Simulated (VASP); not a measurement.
# InP in VASP: one cell, several levels of theory, part 2 of 2

VASP 6.6.1, plane waves, PAW.

## (3) r2SCAN

Input file INCAR:

```
ENCUT = 520.000000
SIGMA = 0.010000
EDIFF = 1.00e-07
ALGO = Normal
METAGGA = R2SCAN
PREC = Accurate
IBRION = -1
ISIF = 2
ISMEAR = 0
NBANDS = 16
NELM = 120
NSW = 0
LASPH = .TRUE.
LCHARG = .FALSE.
LWAVE = .FALSE.
LREAL = .FALSE.
```

Input file KPOINTS:

```
KPOINTS created by Atomic Simulation Environment
0
Gamma
8 8 8
0 0 0
```

Input file KPOINTS_OPT:

```
special points
6
Reciprocal
0.0000000000 0.0000000000 0.0000000000 1
-0.5000000000 -0.5000000000 0.0000000000 1
-0.3750000000 -0.3750000000 0.2500000000 1
-0.3750000000 0.0000000000 0.3750000000 1
0.0000000000 0.0000000000 0.5000000000 1
-0.5000000000 -0.2500000000 0.2500000000 1
```

Input file POSCAR:

```
In P
 1.0000000000000000
     0.0000000000000000    2.9537876347999998    3.0719391402000000
     2.9537876347999998    0.0000000000000000    3.0719391402000000
     2.9537876347999998    2.9537876347999998    0.0000000000000000
 In  P
   1   1
Cartesian
  0.0000000000000000  0.0000000000000000  0.0000000000000000
  1.4768938173999999  1.4768938173999999  1.5359695701000000
```

Launch:

```
> mpirun -np 1 vasp_std
```

Printed to the terminal (iteration lines stand in OSZICAR):

```text
POSCAR found type information on POSCAR InP
 POSCAR found :  2 types and       2 ions
 -----------------------------------------------------------------------------
|                                                                             |
|                                                                             |
|     You enforced a specific xc type in the INCAR file but a different       |
|     I HOPE YOU KNOW WHAT YOU ARE DOING!                                     |
|                                                                             |
 -----------------------------------------------------------------------------

 LDA part: xc-table for (None), standard interpolation
 POSCAR, INCAR and KPOINTS ok, starting setup
 FFT: planning ... GRIDC
 FFT: planning ... GRID_SOFT
 FFT: planning ... GRID
 WAVECAR not read
 entering main loop
 Start KPOINTS_OPT (optional k-point list driver)
k-point batch [1-6\6]
```

OSZICAR:

```text
N       E                     dE             d eps       ncg     rms          rms(c)
DAV:   1     0.886603573233E+02    0.88660E+02   -0.85001E+03  1888   0.126E+03
DAV:   2    -0.278182166331E+02   -0.11648E+03   -0.11156E+03  2128   0.307E+02
DAV:   3    -0.356592733274E+02   -0.78411E+01   -0.78026E+01  2512   0.783E+01
DAV:   4    -0.358729384511E+02   -0.21367E+00   -0.21361E+00  2456   0.138E+01
DAV:   5    -0.358850494131E+02   -0.12111E-01   -0.12111E-01  2896   0.271E+00    0.680E+00
DAV:   6    -0.322728557789E+02    0.36122E+01   -0.16461E+00  2400   0.274E+01    0.366E+00
DAV:   7    -0.322602742514E+02    0.12582E-01   -0.25105E-01  2480   0.386E+00    0.229E+00
DAV:   8    -0.322700930000E+02   -0.98187E-02   -0.16347E-02  2520   0.120E+00    0.990E-01
DAV:   9    -0.322718190799E+02   -0.17261E-02   -0.24146E-03  2576   0.382E-01    0.190E-01
DAV:  10    -0.322718320766E+02   -0.12997E-04   -0.25007E-04  2512   0.169E-01    0.185E-01
DAV:  11    -0.322718634513E+02   -0.31375E-04   -0.69814E-05  2336   0.129E-01    0.212E-02
DAV:  12    -0.322718592075E+02    0.42439E-05   -0.20621E-05  2608   0.464E-02    0.427E-02
DAV:  13    -0.322718593597E+02   -0.15225E-06   -0.39035E-06  2728   0.163E-02    0.122E-02
DAV:  14    -0.322718601190E+02   -0.75925E-06   -0.32547E-06  2520   0.267E-02    0.334E-02
DAV:  15    -0.322718596735E+02    0.44546E-06   -0.44418E-07  2320   0.130E-02    0.105E-02
DAV:  16    -0.322718596545E+02    0.19052E-07   -0.11074E-08  1352   0.167E-03
   1 F= -.32271860E+02 E0= -.32271860E+02  d E =-.980715E-79
       N       E                     dE             ncg
DAV:   1     0.203712445524E+04   -0.28003E+04      200
DAV:   2     0.133601568034E+04   -0.70111E+03      224
DAV:   3     0.128596715409E+04   -0.50049E+02      248
DAV:   4     0.128457697322E+04   -0.13902E+01      272
DAV:   5     0.128451374242E+04   -0.63231E-01      280
DAV:   6     0.128451257134E+04   -0.11711E-02      280
DAV:   7     0.128451250339E+04   -0.67953E-04      288
DAV:   8     0.128451250259E+04   -0.79655E-06      264
DAV:   9     0.128451250258E+04   -0.13083E-07      200
```

OUTCAR, selected sections:

```text
k-points           NKPTS =     59   k-points in BZ     NKDIM =     59   number of bands    NBANDS=     16

   NELECT =      18.0000    total number of electrons

   dimension x,y,z NGX =    32 NGY =   32 NGZ =   32
   dimension x,y,z NGXF=    64 NGYF=   64 NGZF=   64

  energy-cutoff  :      520.00
  volume of cell :       53.60
      direct lattice vectors                 reciprocal lattice vectors
     0.000000000  2.953787635  3.071939140    -0.169274187  0.169274187  0.162763641
     2.953787635  0.000000000  3.071939140     0.169274187 -0.169274187  0.162763641
     2.953787635  2.953787635  0.000000000     0.169274187  0.169274187 -0.162763641

 k-points in reciprocal lattice and weights: KPOINTS created by Atomic Simulation Env
   0.00000000  0.00000000  0.00000000       0.002
   0.12500000  0.00000000  0.00000000       0.016
   0.25000000  0.00000000  0.00000000       0.016
   0.37500000  0.00000000  0.00000000       0.016
   0.50000000  0.00000000  0.00000000       0.008
   0.12500000  0.12500000  0.00000000       0.004
   0.25000000  0.12500000  0.00000000       0.016
   0.37500000  0.12500000  0.00000000       0.016
[... 51 more k-points ...]

 E-fermi :   4.5397

 k-point     1 :       0.0000    0.0000    0.0000
  band No.  band energies     occupation
      1     -10.2188      2.00000
      2     -10.2015      2.00000
      3     -10.2015      2.00000
      4     -10.0650      2.00000
      5     -10.0573      2.00000
      6      -7.2271      2.00000
      7       4.2114      2.00000
      8       4.4089      2.00000
      9       4.4089      2.00000
     10       5.1343      0.00000
     11       8.7602      0.00000
     12       8.7602      0.00000
     13       8.8359      0.00000
     14      13.1175      0.00000
     15      13.8521      0.00000
     16      14.4698      0.00000

 k-point     2 :       0.1250    0.0000    0.0000
  band No.  band energies     occupation
      1     -10.2261      2.00000
      2     -10.2039      2.00000
      3     -10.1952      2.00000
      4     -10.0654      2.00000
      5     -10.0566      2.00000
      6      -7.0573      2.00000
      7       2.8370      2.00000
      8       4.0976      2.00000
      9       4.2487      2.00000
     10       6.1031      0.00000
     11       8.8368      0.00000
     12       9.0368      0.00000
     13       9.1169      0.00000
     14      13.2562      0.00000
     15      13.7731      0.00000
     16      13.9742      0.00000

 k-point     3 :       0.2500    0.0000    0.0000
  band No.  band energies     occupation
      1     -10.2615      2.00000
      2     -10.1917      2.00000
      3     -10.1815      2.00000
      4     -10.0648      2.00000
      5     -10.0528      2.00000
      6      -6.5860      2.00000
      7       0.9802      2.00000
      8       3.7233      2.00000
      9       3.9240      2.00000
     10       6.3099      0.00000
     11       9.3748      0.00000
     12       9.5082      0.00000
     13       9.9514      0.00000
     14      13.1823      0.00000
     15      13.4187      0.00000
     16      13.9123      0.00000

 k-point     4 :       0.3750    0.0000    0.0000
  band No.  band energies     occupation
      1     -10.2969      2.00000
      2     -10.1805      2.00000
      3     -10.1704      2.00000
      4     -10.0614      2.00000
      5     -10.0458      2.00000
      6      -5.9688      2.00000
      7      -0.5483      2.00000
      8       3.4140      2.00000
      9       3.6565      2.00000
     10       6.1104      0.00000
     11       9.4387      0.00000
     12       9.6480      0.00000
     13      11.2735      0.00000
     14      13.5636      0.00000
     15      14.2136      0.00000
     16      14.3794      0.00000

 k-point     5 :       0.5000    0.0000    0.0000
  band No.  band energies     occupation
      1     -10.3111      2.00000
      2     -10.1768      2.00000
      3     -10.1668      2.00000
      4     -10.0589      2.00000
      5     -10.0419      2.00000
      6      -5.6295      2.00000
      7      -1.2028      2.00000
      8       3.2987      2.00000
      9       3.5573      2.00000
     10       6.0159      0.00000
     11       9.3910      0.00000
     12       9.6224      0.00000
     13      11.7499      0.00000
     14      14.0933      0.00000
     15      15.2957      0.00000
     16      15.5163      0.00000

 k-point     6 :       0.1250    0.1250    0.0000
  band No.  band energies     occupation
      1     -10.2455      2.00000
      2     -10.1892      2.00000
      3     -10.1892      2.00000
      4     -10.0612      2.00000
      5     -10.0610      2.00000
      6      -7.0113      2.00000
      7       2.7111      2.00000
      8       3.9485      2.00000
      9       3.9485      2.00000
     10       6.5639      0.00000
     11       8.2418      0.00000
     12       9.4697      0.00000
     13       9.4697      0.00000
     14      12.2294      0.00000
     15      14.2393      0.00000
     16      14.6083      0.00000

 k-point     7 :       0.2500    0.1250    0.0000
  band No.  band energies     occupation
      1     -10.2724      2.00000
      2     -10.1803      2.00000
      3     -10.1750      2.00000
      4     -10.0628      2.00000
      5     -10.0581      2.00000
      6      -6.6481      2.00000
      7       1.3713      2.00000
      8       3.4836      2.00000
      9       3.5699      2.00000
     10       7.1026      0.00000
     11       8.3329      0.00000
     12       9.9378      0.00000
     13      10.1034      0.00000
     14      12.0732      0.00000
     15      14.3781      0.00000
     16      15.0981      0.00000

 k-point     8 :       0.3750    0.1250    0.0000
  band No.  band energies     occupation
      1     -10.2999      2.00000
      2     -10.1744      2.00000
      3     -10.1627      2.00000
      4     -10.0584      2.00000
      5     -10.0557      2.00000
      6      -6.0679      2.00000
      7      -0.1152      2.00000
      8       2.9306      2.00000
      9       3.3319      2.00000
     10       7.0224      0.00000
     11       8.9073      0.00000
     12      10.3201      0.00000
     13      10.5149      0.00000
     14      13.2435      0.00000
     15      14.6787      0.00000
     16      14.8046      0.00000

 k-point     9 :       0.5000    0.1250    0.0000
  band No.  band energies     occupation
      1     -10.3157      2.00000
      2     -10.1719      2.00000
      3     -10.1584      2.00000
      4     -10.0570      2.00000
      5     -10.0499      2.00000
      6      -5.5763      2.00000
      7      -1.0632      2.00000
      8       2.5349      2.00000
      9       3.3223      2.00000
     10       6.9063      0.00000
     11       9.0175      0.00000
     12      10.1356      0.00000
     13      11.6963      0.00000
     14      14.0533      0.00000
     15      15.2142      0.00000
     16      15.3578      0.00000

 k-point    10 :      -0.3750    0.1250    0.0000
  band No.  band energies     occupation
      1     -10.3098      2.00000
      2     -10.1734      2.00000
      3     -10.1621      2.00000
      4     -10.0637      2.00000
      5     -10.0452      2.00000
      6      -5.6761      2.00000
      7      -0.8576      2.00000
      8       2.4167      2.00000
      9       3.5376      2.00000
     10       6.9224      0.00000
     11       9.2381      0.00000
     12       9.9222      0.00000
     13      11.3478      0.00000
     14      13.8971      0.00000
     15      14.2191      0.00000
     16      15.9730      0.00000

 k-point    11 :      -0.2500    0.1250    0.0000
  band No.  band energies     occupation
      1     -10.2827      2.00000
      2     -10.1810      2.00000
      3     -10.1735      2.00000
      4     -10.0698      2.00000
      5     -10.0472      2.00000
      6      -6.2412      2.00000
      7       0.3536      2.00000
      8       2.6300      2.00000
      9       3.8958      2.00000
     10       7.0326      0.00000
     11       9.3162      0.00000
     12       9.6476      0.00000
     13      10.1802      0.00000
     14      12.8115      0.00000
     15      14.3347      0.00000
     16      15.0026      0.00000

 k-point    12 :      -0.1250    0.1250    0.0000
  band No.  band energies     occupation
      1     -10.2458      2.00000
      2     -10.1958      2.00000
      3     -10.1881      2.00000
      4     -10.0696      2.00000
      5     -10.0519      2.00000
      6      -6.7772      2.00000
      7       1.8472      2.00000
      8       3.2423      2.00000
      9       4.2167      2.00000
     10       6.8046      0.00000
     11       8.6434      0.00000
     12       9.1893      0.00000
     13       9.9494      0.00000
     14      12.8669      0.00000
     15      13.6951      0.00000
     16      14.8207      0.00000

[... the tables of k-points 13 to 59 left out ...]

  Total       -0.6578981     -0.6578981     -1.3025198      0.0000000     -0.0000000      0.0000000
  in kB      -19.6638277    -19.6638277    -38.9308412      0.0000000     -0.0000000      0.0000000
  external PRESSURE =     -26.0861655 kB  Pullay stress =       0.0000000 kB

 POSITION                                       TOTAL-FORCE (eV/Angst)
 -----------------------------------------------------------------------------------
      0.00000      0.00000      0.00000        -0.000000     -0.000000     -0.000000
      1.47689      1.47689      1.53597         0.000000      0.000000      0.000000
 -----------------------------------------------------------------------------------
    total drift:                               -0.000007     -0.000007      0.000007

  FREE ENERGIE OF THE ION-ELECTRON SYSTEM (eV)
  ---------------------------------------------------
  free  energy   TOTEN  =       -32.2718596545 eV

  energy  without entropy=      -32.2718596545  energy(sigma->0) =      -32.27185965
```

Hardware: 1 MPI rank of Intel Xeon Platinum 8488C, shared host.

The levels at the points of KPOINTS_OPT are read from vasprun.xml.

Levels at the named points, in eV from the top of band v (v: the last filled band by count, c: the next):

```
point    v−1      v     c   c+1
    Γ   0.00   0.00  0.73  4.35
    X  -2.12  -2.12  2.19  2.71
    U  -3.18  -1.75  2.79  4.75
    K  -3.18  -1.97  2.50  4.45
    L  -1.11  -0.85  1.61  4.98
    W  -2.85  -2.78  4.55  4.57
```

Gap with r2SCAN: 0.73 eV, direct (Γ). Pressure: -2.61 GPa; the forces vanish within 0.01 eV/Å.

## (4) What came out

This closing draws on all 2 parts.

| level | gap (eV) | pressure (GPa) | Ansatz: gap (eV) | Ansatz: pressure (GPa) |
| --- | --- | --- | --- | --- |
| PBE | 0.30 | -0.83 | 0.30 | -0.79 |
| r2SCAN | 0.73 | -2.61 | 0.72 | -2.50 |

**Reading.** The gap spans 0.30 eV (PBE) to 0.73 eV (r2SCAN). Spin-orbit coupling is left out, though the cell holds In (Z = 49); in an element this heavy it can shift bands and gaps by tenths of an eV. The pressure is highest with PBE (-0.8 GPa) and lowest with r2SCAN (-2.6 GPa), which orders the cells that they would relax to. The two programs agree on the gap within 0.01 eV, far less than the spread between functionals. Each program uses its own PAW datasets and cutoff.
